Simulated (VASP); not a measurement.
## NaCl: relaxation of cell and atoms with PBEsol

NaCl:

```
CELL_PARAMETERS angstrom
0.00000 2.81000 2.81000
2.81000 0.00000 2.81000
2.81000 2.81000 0.00000
ATOMIC_POSITIONS crystal
Na 0.00000 0.00000 0.00000
Cl 0.50000 0.50000 0.50000
```

```
Program                : VASP 6.6.1
Task                   : relaxation of cell and atoms
Functional             : PBEsol
Potentials or basis    : VASP PAW PBE potentials, release 64 (Na_pv, Cl)
Cutoff                 : 600 eV
k mesh                 : 8 × 8 × 8
Occupations            : gaussian, width 0.03 eV
Spin                   : no spin polarisation
Further INCAR settings : ALGO = Normal; EDIFF = 1e-06; IBRION = 2; EDIFFG = -0.01; NSW = 90; ISIF = 3
```

```
Relaxed volume                         : 22.07 Å³/atom
Relaxed cell                           : a = 3.967 Å, b = 3.967 Å, c = 3.967 Å, α = 60.00°, β = 60.00°, γ = 60.00°
Space group after relaxing (to 0.05 Å) : Fm-3m (No. 225)
Energy gained by relaxing              : 0.1 meV/atom
Ionic steps                            : 3
Pressure after relaxing                : -0.1 GPa
Band gap on the k mesh                 : 4.99 eV, direct
```

Step by step:
```csv
step,energy change (eV),largest force (eV/Å),pressure (GPa),volume (Å³)
1,0.0000,0.0000,-0.19,44.38
2,-0.0002,0.0000,-0.08,44.20
3,-0.0002,0.0000,-0.05,44.15
```

Final structure:
```yaml
crystal:
  lattice:
    - [0.00000, 2.80517, 2.80517]
    - [2.80517, 0.00000, 2.80517]
    - [2.80517, 2.80517, 0.00000]
  atoms:
    - { symbol: Na, position: [0.00000, 0.00000, 0.00000] }
    - { symbol: Cl, position: [0.50000, 0.50000, 0.50000] }
```

Levels at points of the mesh, in eV from the valence-band top:
```tsv
k point	band 4	band 5	band 6	band 7	band 8	band 9	band 10	band 11
(0.00, 0.00, 0.00)	-12.68	0.00	0.00	0.00	4.99	11.01	11.01	11.01
(0.50, 0.00, 0.00)	-12.32	-2.02	-0.28	-0.28	7.10	10.63	10.90	10.90
(0.50, 0.50, 0.00)	-12.27	-1.75	-0.63	-0.63	7.48	7.88	11.24	14.76
```

Run time: 9.2 s on 1 thread of Intel(R) Xeon(R) 6975P-C (Granite Rapids), with other jobs on the host, peak memory 0.18 GiB.

Caveat: the PAW data sets were made with another functional, which shifts forces and pressure a little. As with any semilocal functional, this PBEsol gap is likely too small.
